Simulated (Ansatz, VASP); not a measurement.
# SiC (Moissanite 3C): VASP beside Ansatz, part 2 of 2

Aim: how closely do two programs agree when they are given the same cell, functional and k mesh? The cell is taken from a series of VASP runs on this material, whose earlier steps may have relaxed, scaled or displaced it; both programs get it as it stands.

VASP 6.6.1 and Ansatz 0.2.0.

So far: The starting structure; Ansatz: band structure, HSE06.

**3. VASP: band structure, HSE06**

Level of this step: HSE06; plane waves and PAW (Si, C) (VASP).

The same cell, functional, mesh and smearing now go to VASP, with its own data sets and cutoff.

Lines of VASP's logs that name or quote its potential files are left out, and so is its time.

The run reads the wave functions of an earlier VASP run, which isn't shown here.

INCAR

```
SYSTEM = SiC
PREC = Accurate
ENCUT = 460
EDIFF = 1E-06
NELM = 100
ISMEAR = 0
SIGMA = 0.03
LREAL = .FALSE.
ALGO = Normal
LHFCALC = .TRUE.
AEXX = 0.25
GGA = PE
HFSCREEN = 0.2
LASPH = .TRUE.
NBANDS = 10
PRECFOCK = Fast
LORBIT = 11
LWAVE = .FALSE.
LCHARG = .FALSE.
KPAR = 4
```

POSCAR

```
SiC
1.0
    0.0000000000      2.1790000000      2.1790000000
    2.1790000000      0.0000000000      2.1790000000
    2.1790000000      2.1790000000      0.0000000000
Si C
1 1
Direct
    0.0000000000      0.0000000000      0.0000000000
    0.7500000000      0.7500000000      0.7500000000
```

KPOINTS

```
Automatic mesh
0
Gamma
6 6 6
0 0 0
```

KPOINTS_OPT

```
Line mode
10
Line-mode
Reciprocal
  0.00000000   0.00000000   0.00000000 GAMMA
  0.50000000   0.00000000   0.50000000 X

  0.50000000   0.00000000   0.50000000 X
  0.50000000   0.25000000   0.75000000 W

  0.50000000   0.25000000   0.75000000 W
  0.37500000   0.37500000   0.75000000 K

  0.37500000   0.37500000   0.75000000 K
  0.00000000   0.00000000   0.00000000 GAMMA

  0.00000000   0.00000000   0.00000000 GAMMA
  0.50000000   0.50000000   0.50000000 L

  0.50000000   0.50000000   0.50000000 L
  0.62500000   0.25000000   0.62500000 U

  0.62500000   0.25000000   0.62500000 U
  0.50000000   0.25000000   0.75000000 W

  0.50000000   0.25000000   0.75000000 W
  0.50000000   0.50000000   0.50000000 L

  0.50000000   0.50000000   0.50000000 L
  0.37500000   0.37500000   0.75000000 K

  0.62500000   0.25000000   0.62500000 U
  0.50000000   0.00000000   0.50000000 X
```

Potentials, in the order of the species: Si and C (PBE family, release 64).

Run with:

```console
> mpirun -np 4 vasp_std
```

Numbers of over 12 decimals in the logs are rounded to 6 here.

Log:

```text
[banner, memory and clock lines left out]
running    4 mpi-ranks, on    1 nodes
 distrk:  each k-point on    1 cores,    4 groups
 distr:  one band on    1 cores,    1 groups

 POSCAR found type information on POSCAR SiC
 POSCAR found :  2 types and       2 ions
 LDA part: xc-table for (Slater+PW92), standard interpolation
 found WAVECAR, reading the header
 POSCAR, INCAR and KPOINTS ok, starting setup
 FFT: planning ... GRIDC
 FFT: planning ... GRID_SOFT
 FFT: planning ... GRID
 reading WAVECAR
 the WAVECAR file was read successfully
 initial charge from wavefunction
 entering main loop
       N       E                     dE             d eps       ncg     rms          rms(c)
DAV:   1    -0.174554674703E+02   -0.17455E+02   -0.80495E-01   320   0.652E+00    0.377E+00
DAV:   2    -0.174572885468E+02   -0.18211E-02   -0.10670E-02   384   0.809E-01    0.243E+00
DAV:   3    -0.174556634205E+02    0.16251E-02   -0.16736E-03   380   0.210E-01    0.141E+00
DAV:   4    -0.174552309345E+02    0.43249E-03   -0.38493E-04   334   0.105E-01    0.781E-01
DAV:   5    -0.174550817698E+02    0.14916E-03   -0.48264E-05   326   0.485E-02    0.439E-01
DAV:   6    -0.174550286481E+02    0.53122E-04   -0.20321E-05   328   0.364E-02    0.247E-01
DAV:   7    -0.174550128947E+02    0.15753E-04   -0.57627E-06   350   0.196E-02    0.140E-01
DAV:   8    -0.174550076918E+02    0.52028E-05   -0.17409E-06   284   0.107E-02    0.793E-02
DAV:   9    -0.174550060388E+02    0.16530E-05   -0.62702E-07   160   0.638E-03    0.450E-02
DAV:  10    -0.174550056005E+02    0.43835E-06   -0.24529E-07   160   0.421E-03
   1 F= -.17455006E+02 E0= -.17455006E+02  d E =-.335837E-13
 Start KPOINTS_OPT (optional k-point list driver)
k-point batch [1-16\100]
       N       E                     dE             ncg
DAV:   1     0.545334746173E+03   -0.33548E+04      320
DAV:   2     0.191853633230E+03   -0.35348E+03      424
DAV:   3     0.173065000717E+03   -0.18789E+02      400
DAV:   4     0.172888871276E+03   -0.17613E+00      400
DAV:   5     0.172887441996E+03   -0.14293E-02      422
DAV:   6     0.172887437291E+03   -0.47050E-05      400
DAV:   7     0.172887437271E+03   -0.19865E-07      388
[...]
k-point batch [97-100\100]
       N       E                     dE             ncg
DAV:   1     0.432154023150E+04   -0.14430E+04       96
DAV:   2     0.426853001183E+04   -0.53010E+02      104
DAV:   3     0.426738796301E+04   -0.11420E+01      118
DAV:   4     0.426737965136E+04   -0.83116E-02      104
DAV:   5     0.426737963175E+04   -0.19611E-04      118
DAV:   6     0.426737963172E+04   -0.35057E-07      120
```

From OUTCAR (step 3):

```text
ion  position               nearest neighbor table
   1  0.000  0.000  0.000-   2 1.89   2 1.89   2 1.89   2 1.89
   2  0.750  0.750  0.750-   1 1.89   1 1.89   1 1.89   1 1.89

  LATTYP: Found a face centered cubic cell.
 ALAT       =     4.3580000000

 Subroutine GETGRP returns: Found 24 space group operations
 (whereof 24 operations were pure point group operations)

The static configuration has the point symmetry T_d .

 Found     16 irreducible k-points:

   k-points           NKPTS =     16   k-points in BZ     NKDIM =    216   number of bands    NBANDS=     10

   dimension x,y,z NGX =    24 NGY =   24 NGZ =   24
   dimension x,y,z NGXF=    48 NGYF=   48 NGZF=   48

   ENCUT  =  460.0 eV  33.81 Ry    5.81 a.u.   5.39  5.39  5.39*2*pi/ulx,y,z

   NELECT =       8.0000    total number of electrons

 k-points in reciprocal lattice and weights: Automatic mesh
   0.00000000  0.00000000  0.00000000       0.005
   0.16666667  0.00000000  0.00000000       0.037
   0.33333333  0.00000000  0.00000000       0.037
   0.50000000  0.00000000  0.00000000       0.019
   0.16666667  0.16666667  0.00000000       0.028
   0.33333333  0.16666667  0.00000000       0.111
   0.50000000  0.16666667  0.00000000       0.111
  -0.33333333  0.16666667  0.00000000       0.111
  -0.16666667  0.16666667  0.00000000       0.056
[...]
-0.33333333  0.33333333  0.16666667       0.111
  -0.33333333  0.50000000  0.16666667       0.056

  exchange ACFDT corr.  =         0.00000000  see jH, gK, PRB 81, 115126

 average (electrostatic) potential at core
       1 -76.6988       2 -40.9299

 E-fermi :   7.6257

 k-point     1 :       0.0000    0.0000    0.0000
  band No.  band energies     occupation
      1      -9.5089      2.00000
      2       7.4829      2.00000
      3       7.4829      2.00000
      4       7.4829      2.00000
      5      15.0408      0.00000
      6      16.0899      0.00000
      7      16.0899      0.00000
      8      16.0899      0.00000
      9      23.5862      0.00000
    ...

 k-point     2 :       0.1667    0.0000    0.0000
  band No.  band energies     occupation
      1      -8.9229      2.00000
      2       4.8991      2.00000
      3       7.1238      2.00000
      4       7.1238      2.00000
      5      15.1002      0.00000
      6      16.6582      0.00000
      7      16.6582      0.00000
      8      17.2910      0.00000
      9      21.9392      0.00000
    ...

 k-point     3 :       0.3333    0.0000    0.0000
  band No.  band energies     occupation
      1      -7.2663      2.00000
      2       0.7007      2.00000
      3       6.5563      2.00000
      4       6.5563      2.00000
      5      14.4027      0.00000
      6      16.4394      0.00000
      7      16.4394      0.00000
      8      18.9709      0.00000
      9      23.3815      0.00000
    ...

  energy-cutoff  :      460.00
  volume of cell :       20.69
      direct lattice vectors                 reciprocal lattice vectors
     0.000000000  2.179000000  2.179000000    -0.229463056  0.229463056  0.229463056
     2.179000000  0.000000000  2.179000000     0.229463056 -0.229463056  0.229463056
     2.179000000  2.179000000  0.000000000     0.229463056  0.229463056 -0.229463056

 POSITION                                       TOTAL-FORCE (eV/Angst)
 -----------------------------------------------------------------------------------
      0.00000      0.00000      0.00000         0.000000      0.000000      0.000000
      3.26850      3.26850      3.26850        -0.000000     -0.000000     -0.000000
 -----------------------------------------------------------------------------------
    total drift:                               -0.000001      0.000000     -0.000000

  FREE ENERGIE OF THE ION-ELECTRON SYSTEM (eV)
  ---------------------------------------------------
  free  energy   TOTEN  =       -17.4550056005 eV

  energy  without entropy=      -17.4550056005  energy(sigma->0) =      -17.45500560

 total charge
# of ion       s       p       d       tot
------------------------------------------
    1        0.717   0.986   0.000   1.703
    2        0.840   1.713   0.000   2.552
--------------------------------------------------
tot          1.557   2.699   0.000   4.255

[... 3 further parts left out ...]
```

**4. Comparison**

Known differences besides the potentials themselves: exact exchange at q = 0 is treated differently, which shows on coarse meshes; VASP keeps PBE cores, Ansatz makes them for the functional; the cutoff is 420 eV in Ansatz and 460 eV in VASP; VASP takes a coarser grid for exact exchange (PRECFOCK = Fast). Total energies have different zeros and are not compared.

Compared:

```tsv
quantity	Ansatz	VASP	difference
gap over the path points (eV)	2.248	2.252	-0.004
```

Levels at points of the path, from each program's valence-band top (eV; 3 filled, then empty):

```tsv
k (reciprocal lattice)	Ansatz	VASP
0.000 0.000 0.000	0.00 0.00 0.00 7.54 8.62 8.62	0.00 0.00 0.00 7.56 8.61 8.61
0.500 0.000 0.500	-8.54 -3.49 -3.49 2.25 5.39 15.94	-8.54 -3.50 -3.50 2.25 5.39 15.96
0.500 0.222 0.722	-7.72 -5.38 -5.01 6.16 10.12 11.14	-7.73 -5.38 -5.02 6.17 10.12 11.15
0.403 0.347 0.750	-7.93 -5.99 -3.09 4.39 9.15 12.98	-7.94 -5.99 -3.09 4.40 9.16 13.00
0.125 0.125 0.250	-2.94 -1.61 -0.17 8.35 8.68 9.14	-2.95 -1.62 -0.17 8.36 8.68 9.13
0.278 0.278 0.278	-5.41 -0.76 -0.76 7.12 9.19 9.19	-5.42 -0.76 -0.76 7.12 9.18 9.18
0.556 0.389 0.556	-8.87 -3.26 -1.76 6.16 9.09 10.01	-8.88 -3.27 -1.76 6.16 9.10 10.02
0.583 0.250 0.667	-7.89 -5.94 -3.36 4.71 9.22 12.59	-7.91 -5.95 -3.37 4.71 9.23 12.61
0.500 0.306 0.694	-7.79 -5.58 -4.03 6.28 9.76 11.49	-7.80 -5.59 -4.04 6.28 9.76 11.50
0.486 0.486 0.528	-9.32 -1.33 -1.20 6.76 8.34 8.60	-9.33 -1.33 -1.20 6.76 8.34 8.60
```

Among the levels compared at these points, filled levels agree within 12 meV and empty ones within 21 meV.

**5. Results**

```
difference in gap over the path points (band structure, HSE06) : -0.0037 eV
```

In words: The difference in gap over the path points is -0.0037 eV (band structure, HSE06), within the 0.08 eV picked in this series as the mark of a large difference. Such differences can come from data sets, numerical settings and the points named under the comparisons, not from the functional's error against experiment.

[Lines on the potential files, build, host, timing and source positions are cut from VASP's logs without a mark.]

[Logs are printed without paths, hosts, clocks, repeated set-up lines and the standing remarks that a program may print on its own settings, such as how far it seeks lower states.]

[Hosts, paths, dates, database ids (printed as entryN), source tags and the programs' standing remarks are cut or masked in the printed files.]
